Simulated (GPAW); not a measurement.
# Sn (Fd-3m) in GPAW: single point with r2SCAN

Aim: the single point of Sn with r2SCAN.

Everything below comes from runs of GPAW 26.7.0. Logs are shortened: lines on timing, memory, paths and dates and some standing lists are left out, and cuts for length are marked. The log counts tension as positive stress, the text compression.

**1. The structure**

Symmetry: Fd-3m, No. 227, cubic system. Conventional cell: a = 6.467 Å, b = 6.467 Å, c = 6.467 Å, α = 90.00°, β = 90.00°, γ = 90.00°. Sn (site symmetry -43m) is surrounded by 4 Sn at 2.80 Å.

This isn't the form of Sn at room conditions, which is tetragonal (white tin).

**2. Single point, r2SCAN**

The input, run.py:

```python
from ase.dft.bandgap import bandgap
from ase.io import read, write
from ase.units import GPa
from gpaw import GPAW, PW

atoms = read('POSCAR')

calc = GPAW(mode=PW(500),
            xc='MGGA_X_R2SCAN+MGGA_C_R2SCAN',
            kpts={'size': (6, 6, 6), 'gamma': True},
            occupations={'name': 'fermi-dirac', 'width': 0.05},
            nbands=24,
            convergence={'density': 1e-05, 'energy': 1e-05},
            maxiter=80,
            txt='gpaw.txt')
atoms.calc = calc
energy = atoms.get_potential_energy()
forces = atoms.get_forces()
stress = atoms.get_stress()
calc.write('gs.gpw')
write('result.traj', atoms)
print(f'Energy: {energy:.6f} eV')
print('Forces (eV/A):')
print(forces.round(4))
print('Stress (GPa):', (stress / GPa).round(3))
print('Fermi level:', round(calc.get_fermi_level(), 4), 'eV')
print(f'Gap: {bandgap(calc)[0]:.4f} eV, direct: {bandgap(calc, direct=True)[0]:.4f} eV')
```

The input, POSCAR:

```
Sn
1.0
    0.0000000000      3.2333428000      3.2333428000
    3.2333428000      0.0000000000      3.2333428000
    3.2333428000      3.2333428000      0.0000000000
Sn
2
Direct
    0.7500000000      0.7500000000      0.7500000000
    0.5000000000      0.5000000000      0.5000000000
```

Potentials or basis: GPAW PAW data sets (gpaw-data 1.2.1), pw.

Started as:

```console
$ OMP_NUM_THREADS=1 python run.py
```

gpaw.txt:

```text
__  _  _
 | _ |_)|_||  |
 |__||  | ||/\| - 26.7.0

Input parameters:
  mode=PW(ecut=500.0),
  convergence={'density': 1e-05, 'energy': 1e-05},
  kpts=MonkhorstPack(size=(6, 6, 6), gamma=True),
  maxiter=80,
  nbands=24,
  occupations=Occupations(name='fermi-dirac', width=0.05),
  xc=XC(name='MGGA_X_R2SCAN+MGGA_C_R2SCAN')

Diagonalizing LCAO Hamiltonian
Converting LCAO to pw mode

            Sn

       Sn

Atoms  # Å, Bohr magnetons
|   | symbol |        x |        y |        z |    initial magnetic moments |
|---|--------|----------|----------|----------|-----------------------------|
| 0 |     Sn | 4.850014 | 4.850014 | 4.850014 | ( 0.0000,  0.0000,  0.0000) |
| 1 |     Sn | 3.233343 | 3.233343 | 3.233343 | ( 0.0000,  0.0000,  0.0000) |

Unit cell  # Å
| periodic |        x |        y |        z |  lengths |    angles |
|----------|----------|----------|----------|----------|-----------|
|      yes | 0.000000 | 3.233343 | 3.233343 | 4.572637 | 60.000000 |
|      yes | 3.233343 | 0.000000 | 3.233343 | 4.572637 | 60.000000 |
|      yes | 3.233343 | 3.233343 | 0.000000 | 4.572637 | 60.000000 |

Number of symmetries: 24
Symmetry operations  # r_c * U_cc + t_c -> r_c
|    | kind |            matrix            |
|----|------|------------------------------|
|  0 |  E   |  1, 0, 0,  0, 1, 0,  0, 0, 1 |
|  1 |  σ   |  1, 0, 0,  0, 0, 1,  0, 1, 0 |
|  2 |  σ   |  1, 0,-1,  0, 1,-1,  0, 0,-1 |
|  3 |  C3  |  1, 0,-1,  0, 0,-1,  0, 1,-1 |
|  4 |  C3  |  1,-1, 0,  0,-1, 1,  0,-1, 0 |
|  5 |  σ   |  1,-1, 0,  0,-1, 0,  0,-1, 1 |
|  6 |  σ   |  0, 1, 0,  1, 0, 0,  0, 0, 1 |
|  7 |  C3  |  0, 1, 0,  0, 0, 1,  1, 0, 0 |
|  8 |  C2  |  0, 1,-1,  1, 0,-1,  0, 0,-1 |
|  9 |  S4  |  0, 1,-1,  0, 0,-1,  1, 0,-1 |
| 10 |  C3  |  0, 0, 1,  1, 0, 0,  0, 1, 0 |
| 11 |  σ   |  0, 0, 1,  0, 1, 0,  1, 0, 0 |
| 12 |  S4  |  0, 0,-1,  1, 0,-1,  0, 1,-1 |
| 13 |  C3  |  0, 0,-1,  0, 1,-1,  1, 0,-1 |
| 14 |  S4  |  0,-1, 1,  1,-1, 0,  0,-1, 0 |
| 15 |  C2  |  0,-1, 1,  0,-1, 0,  1,-1, 0 |
| 16 |  C3  |  0,-1, 0,  1,-1, 0,  0,-1, 1 |
| 17 |  S4  |  0,-1, 0,  0,-1, 1,  1,-1, 0 |
| 18 |  S4  | -1, 1, 0, -1, 0, 1, -1, 0, 0 |
| 19 |  C3  | -1, 1, 0, -1, 0, 0, -1, 0, 1 |
| 20 |  C3  | -1, 0, 1, -1, 1, 0, -1, 0, 0 |
| 21 |  S4  | -1, 0, 1, -1, 0, 0, -1, 1, 0 |
| 22 |  σ   | -1, 0, 0, -1, 1, 0, -1, 0, 1 |
| 23 |  C2  | -1, 0, 0, -1, 0, 1, -1, 1, 0 |

BZ-sampling:
  Number of BZ points: 216
  Number of IBZ points: 16

  Monkhorst-Pack size: [6, 6, 6]
  Monkhorst-Pack shift: [0.08333333333333333, 0.08333333333333333, 0.08333333333333333]

K-points  # in reciprocal-cell coordinates
|     |                                coordinates |     weight |
|-----|--------------------------------------------|------------|
|   0 | (  0.00000000,   0.00000000,   0.00000000) | 0.00462963 |
|   1 | (  0.16666667,   0.16666667,   0.00000000) | 0.02777778 |
|   2 | (  0.16666667,   0.16666667,   0.16666667) | 0.03703704 |
|   3 | (  0.33333333,   0.16666667,   0.16666667) | 0.05555556 |
|   4 | (  0.33333333,   0.33333333,  -0.33333333) | 0.05555556 |
|   5 | (  0.33333333,   0.33333333,   0.00000000) | 0.02777778 |
|   6 | (  0.33333333,   0.33333333,   0.16666667) | 0.11111111 |
|   7 | (  0.33333333,   0.33333333,   0.33333333) | 0.03703704 |
|   8 | (  0.50000000,   0.33333333,  -0.33333333) | 0.11111111 |
|   9 | (  0.50000000,   0.33333333,  -0.16666667) | 0.05555556 |
| ... |                                            |            |
|  15 | (  0.50000000,   0.50000000,   0.50000000) | 0.01851852 |

Plane wave coefficients: 1759
Cutoff: 500.0 eV

Spin-components: 1 (collinear spins)
Bands:           24
Projectors:      12
Spin-degeneracy: 2
Datatype:        complex128

Density:
  Valence electrons: 28.0
  Components: 1
  Grid points: [24 24 24]
  Charge: 0.0  # |e|

Potential:
  Grid points: [24 24 24]

species:
  Sn:
    name:    Tin
    Z:       50.0
    valence: 14
    core:    36
    charge:  0.0  # [|e|]
    compensation charges:
      type: gauss
      rc: 0.38  # [Å]
      lmax: 2
    cutoffs:
      filter: 2.23  # [Å]
      core: 2.35  # [Å]
    projectors
    | kind |    occ | energy [eV] | rcut [Å] |
    |------|--------|-------------|----------|
    |   5s |  2.000 |     -10.538 |    1.201 |
    |   5p |  2.000 |      -3.696 |    1.270 |
    |   4d | 10.000 |     -25.845 |    1.185 |
    |    s |        |      16.674 |    1.201 |
    |    p |        |      23.515 |    1.270 |
    |    d |        |       1.367 |    1.185 |

    Using partial waves for Sn as LCAO basis

Reference energy: -336021.386614  # eV

eigensolver:
  PPCG
  Converge bands: occupied
  niter=2

density mixing:
  MSR1-Mixer
  Pratt-step length: 0.05
  Maximum mixing coefficient: 0.75
  Old densities: 10
  SVD Regularization: 0.005
  Good broyden scale: 1.0
  Trust region scale: 1.0
  Backstep threshold: 4.0
  History deletion threshold: 6.0
  Fourier metric: weight=20.0, sigma=0.015

occupation numbers:
  Fermi-Dirac:
    width: 0.0500  # eV

poisson solver:
  ecut: 4000.0  # eV

xc functional:
  name: MGGA_X_R2SCAN+MGGA_C_R2SCAN with 2 nearest neighbor stencil

convergence criteria:
- Maximum integral of absolute [dens]ity change: 1e-05 electrons / valence electron
- Maximum [total energy] change in last 3 cyles: 1e-05 eV / valence electron
- Maximum integral of absolute [eigenst]ate change: 4e-08 eV^2 / valence electron
maximum number of iterations: 80

SCF iterations
|iter     | |      energy | eigst |  dens |
|---------|-|-------------|-------|-------|
|iter:   1| |  -40.040085 | -0.05 |       |
|iter:   2| |  -37.368974 | -1.16 | -1.46 |
|iter:   3| |  -37.434083 | -1.70 | -1.45 |
|iter:   4| |  -37.421016 | -3.14 | -1.82 |
|iter:   5| |  -37.441305 | -3.44 | -1.85 |
|iter:   6| |  -37.442373 | -3.99 | -2.30 |
|iter:   7| |  -37.442437 | -5.12 | -3.18 |
|iter:   8| |  -37.442440c| -6.70 | -3.96 |
|iter:   9| |  -37.442440c| -7.88c| -4.57 |
|iter:  10| |  -37.442440c| -8.36c| -5.50c|

Converged in 10 steps
Energy contributions relative to reference atoms: (reference = -336021.386614)

Energy contributions:
  Kinetic:          19.572461
  Coulomb:         -17.688748
  Zero:             -0.134846
  External:          0.000000
  Xc:              -39.190655
  Entropy:          -0.001303
  Spinorbit:         0.000000
  ----------------------------
  Free energy:     -37.443092
  Extrapolated:    -37.442440

dipole moment: (4.522352, 4.522352, 4.522352)  # |e|*Ang

Fermi level: 5.028
Eigenvalues  # (at kpt = [0.000, 0.000, 0.000])
| band index |      eig [eV] | occ [0-2] |
|------------|---------------|-----------|
|          0 |       -17.431 |     2.000 |
|        ... |               |           |
|          7 |       -17.029 |     2.000 |
|          8 |       -17.007 |     2.000 |
|          9 |       -17.007 |     2.000 |
|         10 |        -6.186 |     2.000 |
|         11 |         4.755 |     1.992 |
|         12 |         5.006 |     1.219 |
[... 9 lines left out ...]
|         22 |        13.837 |     0.000 |
|         23 |        13.837 |     0.000 |

No gap
No difference between direct/indirect transitions

Forces  # eV/Ang
|       x |        y |        z |
|---------|----------|----------|
| 0.00000 |  0.00000 |  0.00000 |  # Sn   0
| 0.00000 | -0.00000 | -0.00000 |  # Sn   1

Stress tensor  # eV/Ang^3
|         x |         y |         z |
|-----------|-----------|-----------|
| -0.009807 | -0.000000 | -0.000000 |
| -0.000000 | -0.009807 |  0.000000 |
| -0.000000 |  0.000000 | -0.009807 |

# Writing to gs.gpw (mode='')
```

Run time: 32 s. Hardware: 1 thread of Arm Neoverse V2, shared host; peak memory 0.24 GiB.

What came out:

* Free energy: -37.4431 eV
* Pressure: 1.6 GPa
* Band gap on the k mesh: none (metal or under the smearing width)

Caveat: the cutoff is short for stress and forces, so pressures can be off by a GPa or more; the PAW data sets were made with another functional, which shifts forces and pressure a little.
